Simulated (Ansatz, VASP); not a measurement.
## Zn: VASP beside Ansatz

Contents of INCAR:

```
ALGO     = Normal         # electronic algorithm
EDIFF    = 1E-6           # SCF threshold, eV
ENCUT    = 520            # plane-wave cutoff, eV
ISIF     = 2              # what is computed and relaxed
ISMEAR   = 1              # smearing method
LASPH    = T              # aspherical terms in the spheres
LCHARG   = F              # write CHGCAR
LREAL    = F              # projectors in reciprocal space
LWAVE    = F              # write WAVECAR
NBANDS   = 19             # bands
NELM     = 60             # most SCF steps
PREC     = Accurate       # precision mode
SIGMA    = 0.2            # smearing width, eV
```

File KPOINTS:

```
k-points
0
Gamma
  14 14 7
```

Contents of POSCAR:

```
Zn
1.0
    2.5709734941      0.0000000000      0.0000000000
   -1.2854867470      2.2265283583      0.0000000000
    0.0000000000      0.0000000000      4.7361908757
Zn
2
Direct
    0.3333333333      0.6666666667      0.2500000000
    0.6666666667      0.3333333333      0.7500000000
```

Input for Ansatz:

```yaml
crystal:
  lattice:
    - [2.5709734941, 0.0, 0.0]
    - [-1.285486747, 2.2265283583, 0.0]
    - [0.0, 0.0, 4.7361908757]
  atoms:
    - { symbol: Zn, position: [0.3333333333, 0.6666666667, 0.25] }
    - { symbol: Zn, position: [0.6666666667, 0.3333333333, 0.75] }
hamiltonian:
  xc: lda
  pseudopotentials:
    kind: paw
    azcp:
      Zn: "pseudopotentials/Zn.paw.azcp"
basis:
  ecutwfc: 420
  fft_grid_basis: typed
kpoints:
  mp_grid: { grid: [14, 14, 7], shift: [0, 0, 0] }
magnetization:
  spin_polarized: false
scf:
  occupations: { method: methfessel_paxton, width: 0.2 }
  lower_state_search: "off"
output:
  stress: true
```

Alike in both runs: task single point; functional LDA; k mesh 14 × 14 × 7; occupations methfessel-paxton of order 1, width 0.2 eV; no spin polarisation.

|  | VASP | Ansatz |
| --- | --- | --- |
| version | VASP 6.6.1 | Ansatz 0.2.0 |
| potentials or method | VASP PAW LDA potentials, release 64 (Zn) | plane waves (420 eV) with PAW, scalar-relativistic |
| plane-wave cutoff (eV) | 520 | 420 |
| valence electrons in the cell | 24 | 24 |

Ansatz gave:

* pressure (GPa): 0.0
* largest component of the traceless stress (GPa): 1.70

Q: Estimate VASP's values.

A: Pressure (GPa): 0.7; largest component of the traceless stress (GPa): 1.90.

Ansatz warned: «pseudo_functional_mismatch».
